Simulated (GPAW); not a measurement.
# AgCl (Chlorargyrite): one start, several treatments of the self-energy

How much does the gap of AgCl (Chlorargyrite) depend on the approximation to the self-energy?

Method: LDA and many-body steps on it, plane waves, in GPAW 26.7.0.

The database entry behind the starting cell differs from later determinations by our own check (an axis about 1.4 % short against later determinations), so it need not match the best structure at ambient conditions.

**1. The structure**

Symmetry: Fm-3m, No. 225, cubic system. Conventional cell: a = 5.470 Å, b = 5.470 Å, c = 5.470 Å, α = 90.00°, β = 90.00°, γ = 90.00°. Nearest to Ag lie 6 Cl at 2.74 Å. Nearest to Cl lie 6 Ag at 2.74 Å. Farther neighbours and most contacts between anions are not listed.

Structure file:

```xyz
2
Lattice="0.0000 2.7350 2.7350 2.7350 0.0000 2.7350 2.7350 2.7350 0.0000" Properties=species:S:1:pos:R:3 pbc="T T T"
Ag    0.0000    0.0000    0.0000
Cl    2.7350    2.7350    2.7350
```

The cell and positions come from the Crystallography Open Database and are kept as given unless a step says otherwise.

**2. Empty states on the mesh, 4×4×4 mesh, 377 bands**

This step: GPAW 26.7.0; DFT, LDA, plane waves, PAW.

The sums over transitions need many empty states on a uniform mesh; this step solves for them.

run.py reads:

```python
import json
import numpy as np
from gpaw.mpi import world
from gpaw import GPAW

calc = GPAW('gs.gpw').fixed_density(kpts={'size': (4, 4, 4), 'gamma': True},
    parallel={'domain': 1, 'band': 1},
    txt='nscf.txt')
calc.diagonalize_full_hamiltonian(nbands=377)
calc.write('full.gpw', mode='all')
res = {}
kpts = calc.get_ibz_k_points()
res['kpts'] = kpts
res['eigenvalues'] = [calc.get_eigenvalues(kpt=k) for k in range(len(kpts))]
res['n_electrons'] = calc.get_number_of_electrons()

if world.rank == 0:
    with open('result.json', 'w') as f:
        json.dump(res, f, default=lambda x: x.tolist())
```

On the command line:

```bash
> mpirun -n 4 gpaw python run.py
```

Numbers of over 12 decimals in the logs are rounded to 6 here.

What it wrote:

```text
Diagonalizing LCAO Hamiltonian
Converting LCAO to pw mode
convergence criteria:
- Maximum integral of absolute [eigenst]ate change: 4e-08 eV^2 / valence electron
maximum number of iterations: 100

SCF iterations
|iter     |     time |      energy | eigst |  dens |
|iter:   1|  |             | +0.94 |       |
|iter:   2|  |             | -0.61 |       |
|iter:   3|  |             | -2.00 |       |
|iter:   4|  |             | -3.56 |       |
|iter:   5|  |             | -5.09 |       |
|iter:   6|  |             | -6.42 |       |
|iter:   7|  |             | -7.63c|       |
SCF steps: 7
  __  _  _
 | _ |_)|_||  |
 |__||  | ||/\| - 26.7.0

Input parameters:
  mode=PW(ecut=450.000000),
  convergence={'density': 1e-06, 'bands': -3},
  gpts=array([20, 20, 20]),
  kpts=MonkhorstPack(size=(4, 4, 4), gamma=True),
  maxiter=100,
  nbands=19,
  occupations=Occupations(name='fermi-dirac', width=0.001, fixmagmom=False),
  parallel={'domain': 1, 'band': 1},
  xc=XC(name='LDA')
Matrix size: 893x893
# Writing to full.gpw (mode='all')
  [... matrices ...]

timing:  # [seconds]
  Total: 2.100  # ━━━━━━━━━━━━━━━━━━━━━━━━━━━━━━━━━━━━━━━━━━━━━━━━━━━━━━━━━━━
```

The job ended after 5.7 s (4 MPI ranks of Arm Neoverse V1, shared host; peak memory 0.83 GiB).

Numbers from this step:

```yaml
gap: 0.5973 eV
k_of_the_valence_top: 0.5, 0.5, 0.5
k_of_the_conduction_bottom: 0, 0, 0
least_direct_gap: 3.099 eV
k_points_computed: 8
lowest_point_of_the_top_converged_band_above_the_valence_top: 240.1293 eV
```

On this mesh the gap is 0.597 eV.

**3. G0W0, Godby-Needs plasmon pole**

G0W0 replaces the xc potential by the self-energy, built once from these orbitals. Only a window of levels is corrected, while the sums run over the empty bands that the input names.

This step: G0W0 on LDA, plane waves, PAW.

run.py reads:

```python
import json
import numpy as np
from gpaw.mpi import world
from gpaw.response.g0w0 import G0W0

gw = G0W0('full.gpw',
    filename='gw',
    kpts=[0, 7],
    bands=(10, 14),
    ecut=150,
    nbands=170,
    integrate_gamma='WS',
    ppa=True)
gw.calculate()
res = {mode: {k: v for k, v in r.items() if k != 'sigma_eskwn'}
       for mode, r in gw.all_results.items()}

if world.rank == 0:
    with open('result.json', 'w') as f:
        json.dump(res, f, default=lambda x: x.tolist())
```

On the command line:

```bash
> mpirun -n 4 gpaw python run.py
```

What it wrote:

```text
Using integrator: PointIntegrator
FrequencyGridDescriptor(from 0.000+0.000j to 0.000+27.211j eV, 2 points)
Nonperiodic BCs:  [False False False]
Using integrator: PointIntegrator
FrequencyGridDescriptor(from 0.000+0.000j to 0.000+27.211j eV, 2 points)
Nonperiodic BCs:  [False False False]
  ___  _ _ _
 |   || | | |
 | | || | | |
 |__ ||_____|
 |___|

BZ k-points: Symmetries present (total): 48

  [... matrices ...]
64 k-points: 4 x 4 x 4 Monkhorst-Pack grid + [1/8,1/8,1/8]
8 k-points in the irreducible part of the Brillouin zone
       k-points in crystal coordinates                weights
   0:     0.00000000    0.00000000    0.00000000          1/64
   1:     0.25000000    0.25000000    0.00000000          6/64
   2:     0.25000000    0.25000000    0.25000000          8/64
   3:     0.50000000    0.25000000   -0.25000000          6/64
   4:     0.50000000    0.25000000    0.25000000         12/64
   5:     0.50000000    0.50000000    0.00000000          3/64
   6:     0.50000000    0.50000000    0.25000000         24/64
   7:     0.50000000    0.50000000    0.50000000          4/64

Distributing spins, k-points and bands (1 x 2 x 4) over 4 processes
Number of blocks: 1

Quasi particle states:
k-points (IBZ indices): [0, 7]
Band range: (10, 14)
  [... matrices ...]
Computational parameters:
Plane wave cut-off: 150 eV
Number of bands: 170
Coulomb cutoff: None
Broadening: 0.1 eV

fxc modes: GW
Kernel: RPA
Using Godby-Needs plasmon-pole approximation:
  Fitting energy: i*E0, E0 = 1.000 Hartree
Summing all q:

Calculating screened Coulomb potential
No Coulomb truncation
FrequencyGridDescriptor(from 0.000+0.000j to 0.000+27.211j eV, 2 points)
Removing empty qpoint cache files...

Calculating chi0 body with:
    Ground state adapter containing:
    Number of spins: 1
    Number of kpoints: 64
    Number of irreducible kpoints: 8
    Number of completely occupied states: 12
    Number of partially occupied states: 12
    Occupied states memory: 1.46484375 M / cpu

    Linear response parametrization:
    q_c: [0.0, 0.0, 0.0]
    Number of frequency points: 2
    Planewave cutoff: 150.0
    Number of bands: 170
    Number of planewaves: 169
    Broadening (eta): 1e-06
    comm.size: 4
    kncomm.size: 4
    blockcomm.size: 1

    Memory estimate of potentially large arrays:
        chi0_wGG: 0.871613 M / cpu
Integrating chi0 body.

Symmetries of q_c:
    Direct symmetries (Uq -> q): 48
    Indirect symmetries (TUq -> q): 0
In total 48 allowed symmetries.

  [... matrices ...]
8 groups of equivalent kpoints. 87.5% reduction.

Integral kind: response function
Integrating chi0 head and wings.

Symmetries of q_c:
    Direct symmetries (Uq -> q): 48
    Indirect symmetries (TUq -> q): 0
In total 48 allowed symmetries.

  [... matrices ...]
8 groups of equivalent kpoints. 87.5% reduction.

Integral kind: response function wings

Calculating chi0 body with:
    Ground state adapter containing:
    Number of spins: 1
    Number of kpoints: 64
    Number of irreducible kpoints: 8
    Number of completely occupied states: 12
    Number of partially occupied states: 12
    Occupied states memory: 1.46484375 M / cpu

    Linear response parametrization:
[... the further q-points ...]

Results:
f:      Occupation numbers
eps:     KS-eigenvalues [eV]
vxc:     KS vxc [eV]
exx:     Exact exchange [eV]
sigma:   Self-energies [eV]
dsigma:  Self-energy derivatives
Z:       Renormalization factors
qp:      QP-energies [eV]

k-point 0 (0): (0.000, 0.000, 0.000)                GW
band       f     eps     vxc     exx   sigma  dsigma       Z      qp
                                                                   GW
  10   1.000   1.781 -17.116 -21.006   2.835  -0.286   0.778   0.960
  11   1.000   1.781 -17.116 -21.006   2.835  -0.286   0.778   0.960
  12   0.000   4.879 -13.418  -8.737  -3.810  -0.216   0.823   5.596
  13   0.000  14.830 -14.294  -8.463  -4.603  -0.233   0.811  15.826

k-point 1 (7): (0.500, 0.500, 0.500)                GW
band       f     eps     vxc     exx   sigma  dsigma       Z      qp
                                                                   GW
  10   1.000   4.282 -25.848 -30.400   3.901  -0.264   0.791   3.767
  11   1.000   4.282 -25.848 -30.400   3.901  -0.264   0.791   3.767
  12   0.000   8.097 -10.803  -6.059  -3.994  -0.206   0.829   8.719
  13   0.000  10.810 -16.968 -10.290  -5.148  -0.256   0.796  12.028
```

Run time: 33 s. Hardware: 4 MPI ranks; peak memory 1.2 GiB.

Numbers from this step:

| Quantity | Value |
| --- | --- |
| G0W0 gap on the points computed | 1.829 eV |
| least direct G0W0 gap on the computed points | 4.636 eV |
| Z at the valence top | 0.7912 |
| Z at the conduction bottom | 0.8226 |
| starting gap on the mesh | 0.5973 eV |
| k of the valence top | 0.5, 0.5, 0.5 |
| k of the conduction bottom | 0, 0, 0 |

The gap on the mesh goes from 0.60 eV to 1.83 eV, a correction of +1.23 eV.

**4. One-shot HSE06**

This step: one-shot HSE06 levels on LDA orbitals, plane waves, PAW.

run.py reads:

```python
import json
import numpy as np
from gpaw.mpi import world
from gpaw.hybrids.eigenvalues import non_self_consistent_eigenvalues

dft, vxc, vxc_hyb = non_self_consistent_eigenvalues('full.gpw', 'HSE06', 10, 14, kpt_indices=[0, 7])
res = {'dft': dft[0], 'hybrid': (dft - vxc + vxc_hyb)[0]}
if world.rank == 0:
    with open('hybrid.txt', 'w') as f:
        for k, e0, e1 in zip([0, 7], res['dft'], res['hybrid']):
            print(k, ' '.join(f'{x:9.4f}' for x in e0), '|', ' '.join(f'{x:9.4f}' for x in e1), file=f)

if world.rank == 0:
    with open('result.json', 'w') as f:
        json.dump(res, f, default=lambda x: x.tolist())
```

On the command line:

```bash
> mpirun -n 4 gpaw python run.py
```

What it wrote:

```text
IBZ(<points: 8, symmetries: 48>)
Occupied bands: 12
Transforming wave functions from IBZ to BZ: 0.016 seconds
Distributing wave functions and iFFT-ing to real space: 0.119 seconds
Calculating eigenvalues:
  k-points: 2
  Bands: 10-13 (inclusive)
  Seconds: 0.293 (wave-function broadcasting: 0.007 seconds)
HSE06-eigenvalue shifts:
  min: -1.037 eV
  ave: 0.004 eV
  max: 1.186 eV
```

Wall time 3.3 s (4 MPI ranks); peak memory 0.48 GiB.

This step gave:

| Quantity | Value |
| --- | --- |
| starting gap on the mesh | 0.5973 eV |
| hybrid gap on the mesh | 2.451 eV |
| least direct hybrid gap on the computed points | 4.740 eV |

**5. G0W0, extrapolated in the cutoff**

This step: G0W0 on LDA, plane waves, PAW.

run.py reads:

```python
import json
import numpy as np
from gpaw.mpi import world
from gpaw.response.g0w0 import G0W0

gw = G0W0('full.gpw',
    filename='gw',
    kpts=[0, 7],
    bands=(10, 14),
    ecut=250.0,
    integrate_gamma='WS',
    ppa=True,
    ecut_extrapolation=True)
gw.calculate()
res = {mode: {k: v for k, v in r.items() if k != 'sigma_eskwn'}
       for mode, r in gw.all_results.items()}

if world.rank == 0:
    with open('result.json', 'w') as f:
        json.dump(res, f, default=lambda x: x.tolist())
```

On the command line:

```bash
> mpirun -n 4 gpaw python run.py
```

What it wrote:

```text
Using integrator: PointIntegrator
FrequencyGridDescriptor(from 0.000+0.000j to 0.000+27.211j eV, 2 points)
Nonperiodic BCs:  [False False False]
Using integrator: PointIntegrator
FrequencyGridDescriptor(from 0.000+0.000j to 0.000+27.211j eV, 2 points)
Nonperiodic BCs:  [False False False]
  ___  _ _ _
 |   || | | |
 | | || | | |
 |__ ||_____|
 |___|

BZ k-points: Symmetries present (total): 48

  [... matrices ...]
64 k-points: 4 x 4 x 4 Monkhorst-Pack grid + [1/8,1/8,1/8]
8 k-points in the irreducible part of the Brillouin zone
       k-points in crystal coordinates                weights
   0:     0.00000000    0.00000000    0.00000000          1/64
   1:     0.25000000    0.25000000    0.00000000          6/64
   2:     0.25000000    0.25000000    0.25000000          8/64
[...]
6:     0.50000000    0.50000000    0.25000000         24/64
   7:     0.50000000    0.50000000    0.50000000          4/64

Distributing spins, k-points and bands (1 x 2 x 4) over 4 processes
Number of blocks: 1

Quasi particle states:
k-points (IBZ indices): [0, 7]
Band range: (10, 14)
  [... matrices ...]
Computational parameters:
Extrapolating to infinite plane wave cut-off using points at:
  215.443 eV
  231.120 eV
  250.000 eV
Number of bands: 367
Coulomb cutoff: None
Broadening: 0.1 eV

fxc modes: GW
Kernel: RPA
Using Godby-Needs plasmon-pole approximation:
  Fitting energy: i*E0, E0 = 1.000 Hartree
Summing all q:

Calculating screened Coulomb potential
No Coulomb truncation
FrequencyGridDescriptor(from 0.000+0.000j to 0.000+27.211j eV, 2 points)
Removing empty qpoint cache files...

Calculating chi0 body with:
    Ground state adapter containing:
    Number of spins: 1
    Number of kpoints: 64
    Number of irreducible kpoints: 8
[...]
chi0_wGG: 3.507111 M / cpu
Integrating chi0 body.

Symmetries of q_c:
    Direct symmetries (Uq -> q): 48
    Indirect symmetries (TUq -> q): 0
In total 48 allowed symmetries.

  [... matrices ...]
8 groups of equivalent kpoints. 87.5% reduction.

Integral kind: response function
Integrating chi0 head and wings.

Symmetries of q_c:
    Direct symmetries (Uq -> q): 48
    Indirect symmetries (TUq -> q): 0
In total 48 allowed symmetries.

  [... matrices ...]
8 groups of equivalent kpoints. 87.5% reduction.

Integral kind: response function wings

Calculating chi0 body with:
    Ground state adapter containing:
    Number of spins: 1
    Number of kpoints: 64
    Number of irreducible kpoints: 8
    Number of completely occupied states: 12
    Number of partially occupied states: 12
    Occupied states memory: 1.46484375 M / cpu

    Linear response parametrization:
[... the further q-points ...]
Extrapolating selfenergy to infinite energy cutoff:
  Performing linear fit to 3 points
  Warning: Bad quality of linear fit for some (n,k).
           Higher cutoff might be necessary.
  Minimum R^2 = 0.3645. (R^2 Should be close to 1)
  [... matrices ...]
Results:
f:      Occupation numbers
eps:     KS-eigenvalues [eV]
vxc:     KS vxc [eV]
exx:     Exact exchange [eV]
sigma:   Self-energies [eV]
dsigma:  Self-energy derivatives
Z:       Renormalization factors
qp:      QP-energies [eV]

k-point 0 (0): (0.000, 0.000, 0.000)                GW
band       f     eps     vxc     exx   sigma  dsigma       Z      qp
                                                                   GW
  10   1.000   1.781 -17.116 -21.006   2.491  -0.234   0.810   0.647
  11   1.000   1.781 -17.116 -21.006   2.491  -0.234   0.810   0.647
  12   0.000   4.879 -13.418  -8.737  -3.927  -0.218   0.821   5.498
[...]
k-point 1 (7): (0.500, 0.500, 0.500)                GW
band       f     eps     vxc     exx   sigma  dsigma       Z      qp
                                                                   GW
[...]
12   0.000   8.097 -10.803  -6.059  -4.080  -0.208   0.828   8.647
  13   0.000  10.810 -16.968 -10.290  -5.376  -0.221   0.819  11.876
```

Run time: 6.6 min. Hardware: 4 MPI ranks; peak memory 1.3 GiB; 26 min of CPU time.

This step gave:

```yaml
quasiparticle_gap_on_the_points_computed: 1.934 eV
least_direct_quasiparticle_gap_on_the_computed_points: 4.851 eV
z_at_the_valence_top: 0.7890
z_at_the_conduction_bottom: 0.8213
starting_gap_on_the_mesh: 0.5973 eV
k_of_the_valence_top: 0.5, 0.5, 0.5
k_of_the_conduction_bottom: 0, 0, 0
gaps_at_the_cutoffs_of_the_extrapolation: 1.858, 1.865, 1.873 eV
```

Against G0W0 in GPAW (4×4×4 mesh, 170 bands, screening to 150 eV, Godby-Needs plasmon pole), the gap moves by +0.105 eV.

**6. One-shot PBE0**

This step: one-shot PBE0 levels on LDA orbitals, plane waves, PAW.

run.py reads:

```python
import json
import numpy as np
from gpaw.mpi import world
from gpaw.hybrids.eigenvalues import non_self_consistent_eigenvalues

dft, vxc, vxc_hyb = non_self_consistent_eigenvalues('full.gpw', 'PBE0', 10, 14, kpt_indices=[0, 7])
res = {'dft': dft[0], 'hybrid': (dft - vxc + vxc_hyb)[0]}
if world.rank == 0:
    with open('hybrid.txt', 'w') as f:
        for k, e0, e1 in zip([0, 7], res['dft'], res['hybrid']):
            print(k, ' '.join(f'{x:9.4f}' for x in e0), '|', ' '.join(f'{x:9.4f}' for x in e1), file=f)

if world.rank == 0:
    with open('result.json', 'w') as f:
        json.dump(res, f, default=lambda x: x.tolist())
```

On the command line:

```bash
> mpirun -n 4 gpaw python run.py
```

What it wrote:

```text
IBZ(<points: 8, symmetries: 48>)
Occupied bands: 12
Transforming wave functions from IBZ to BZ: 0.018 seconds
Distributing wave functions and iFFT-ing to real space: 0.111 seconds
Calculating eigenvalues:
  k-points: 2
  Bands: 10-13 (inclusive)
  Seconds: 0.466 (wave-function broadcasting: 0.008 seconds)
HSE06-eigenvalue shifts:
  min: -1.458 eV
  ave: -0.017 eV
  max: 1.616 eV
```

Run time: 3.5 s. Hardware: 4 MPI ranks; peak memory 0.46 GiB; 14 s of CPU time.

This step gave:

```
starting gap on the mesh                       : 0.5973 eV
hybrid gap on the mesh                         : 3.212 eV
least direct hybrid gap on the computed points : 5.481 eV
```

**7. G0W0, full frequency, Hilbert transform**

This step: G0W0 on LDA, plane waves, PAW.

run.py reads:

```python
import json
import numpy as np
from gpaw.mpi import world
from gpaw.response.g0w0 import G0W0

gw = G0W0('full.gpw',
    filename='gw',
    kpts=[0, 7],
    bands=(10, 14),
    ecut=150,
    nbands=170,
    integrate_gamma='WS',
    frequencies={'type': 'nonlinear', 'domega0': 0.1, 'omega2': 15.0},
    eta=0.1,
    nblocksmax=True)
gw.calculate()
res = {mode: {k: v for k, v in r.items() if k != 'sigma_eskwn'}
       for mode, r in gw.all_results.items()}

if world.rank == 0:
    with open('result.json', 'w') as f:
        json.dump(res, f, default=lambda x: x.tolist())
```

On the command line:

```bash
> mpirun -n 4 gpaw python run.py
```

What it wrote:

```text
Using integrator: PointIntegrator
NonLinearFrequencyDescriptor(from 0.000 to 193.325 eV, 306 points)
Nonperiodic BCs:  [False False False]
Using integrator: PointIntegrator
NonLinearFrequencyDescriptor(from 0.000 to 193.325 eV, 306 points)
Nonperiodic BCs:  [False False False]
  ___  _ _ _
 |   || | | |
 | | || | | |
 |__ ||_____|
 |___|

BZ k-points: Symmetries present (total): 48

  [... matrices ...]
64 k-points: 4 x 4 x 4 Monkhorst-Pack grid + [1/8,1/8,1/8]
8 k-points in the irreducible part of the Brillouin zone
       k-points in crystal coordinates                weights
[...]
GW
  10   1.000   1.781 -17.116 -21.006   2.825  -0.370   0.730   1.003
  11   1.000   1.781 -17.116 -21.006   2.825  -0.370   0.730   1.003
  12   0.000   4.879 -13.418  -8.737  -3.798  -0.250   0.800   5.586
[...]
k-point 1 (7): (0.500, 0.500, 0.500)                GW
band       f     eps     vxc     exx   sigma  dsigma       Z      qp
                                                                   GW
[...]
12   0.000   8.097 -10.803  -6.059  -3.956  -0.251   0.799   8.727
  13   0.000  10.810 -16.968 -10.290  -5.341  -0.372   0.729  11.784
```

Run time: 1.7 min. Hardware: 4 MPI ranks; peak memory 1.6 GiB; 7 min of CPU time.

Numbers from this step:

```yaml
g0w0_gap_on_the_points_computed: 1.836 eV
least_direct_g0w0_gap_on_the_computed_points: 4.583 eV
starting_gap_on_the_mesh: 0.5973 eV
k_of_the_valence_top: 0.5, 0.5, 0.5
k_of_the_conduction_bottom: 0, 0, 0
```

Against G0W0 in GPAW (4×4×4 mesh, 170 bands, screening to 150 eV, Godby-Needs plasmon pole), the gap moves by +0.007 eV.

**8. The runs together**

Times are wall times on 4 MPI ranks of Arm Neoverse V1, shared host, good to a factor of about two.

| run | mesh | bands | screening cutoff (eV) | DFT gap (eV) | gap on the mesh (eV) | direct (eV) | time |
| --- | --- | --- | --- | --- | --- | --- | --- |
| G0W0, Godby-Needs plasmon pole | 4×4×4 | 170 | 150 | 0.597 | 1.829 | 4.636 | 33 s |
| one-shot HSE06 | 4×4×4 | - | - | 0.597 | 2.451 | 4.740 | 3.3 s |
| G0W0, extrapolated in the cutoff | 4×4×4 | - | 250 | 0.597 | 1.934 | 4.851 | 6.6 min |
| one-shot PBE0 | 4×4×4 | - | - | 0.597 | 3.212 | 5.481 | 3.5 s |
| G0W0, full frequency, Hilbert transform | 4×4×4 | 170 | 150 | 0.597 | 1.836 | 4.583 | 1.7 min |

**9. Results**

```
G0W0, Godby-Needs plasmon pole          : 1.829 eV
one-shot HSE06                          : 2.451 eV
G0W0, extrapolated in the cutoff        : 1.934 eV
one-shot PBE0                           : 3.212 eV
G0W0, full frequency, Hilbert transform : 1.836 eV
known limits                            : not at the basis limit; d shell near the gap, gap tends to lie low; no spin-orbit coupling; coarse k mesh
```

In words: One-shot HSE06: +0.622 eV against G0W0, Godby-Needs plasmon pole. G0W0, extrapolated in the cutoff: +0.105 eV against G0W0, Godby-Needs plasmon pole, at other bands or cutoff, so not like for like. One-shot PBE0: +1.384 eV against G0W0, Godby-Needs plasmon pole. G0W0, full frequency, Hilbert transform: +0.007 eV against G0W0, Godby-Needs plasmon pole. One-shot hybrid levels are evaluated on the LDA orbitals. Bands and cutoff are finite, so the gap is not at the basis limit. The miss can reach some tenths of an eV and take either sign; the mesh is an error of its own. These stock PAW sets were not made for GW. In the G0W0 runs levels were corrected at 2 k points alone, so a gap called «on the mesh» is the least over those, and an edge elsewhere would be missed. The program warns of a poor linear fit in the extrapolation of some level, so the extrapolated values are rough. The 4×4×4 mesh is coarse for this cell, which bears on the long-range parts of exchange and screening. A d shell, filled or nearly so, lies near the gap. One-shot GW converges very slowly in bands there, not always from below, and on a semilocal start the gap tends to come out low; starts rich in exact exchange can overshoot instead. The many-body steps are scalar-relativistic: spin-orbit coupling is not in them.

[Paths, hosts, dates, memory and timing lines, banners, echoed tables and standing remarks are left out of the program output.]

[Logs are printed without paths, hosts, clocks, repeated set-up lines and the standing remarks that a program may print on its own settings, such as how far it seeks lower states.]

[Runs of the session that timed out or met a known fault of the program may be left out.]

[Hosts, paths, dates, database ids (printed as entryN), source tags and the programs' standing remarks are cut or masked in the printed files.]
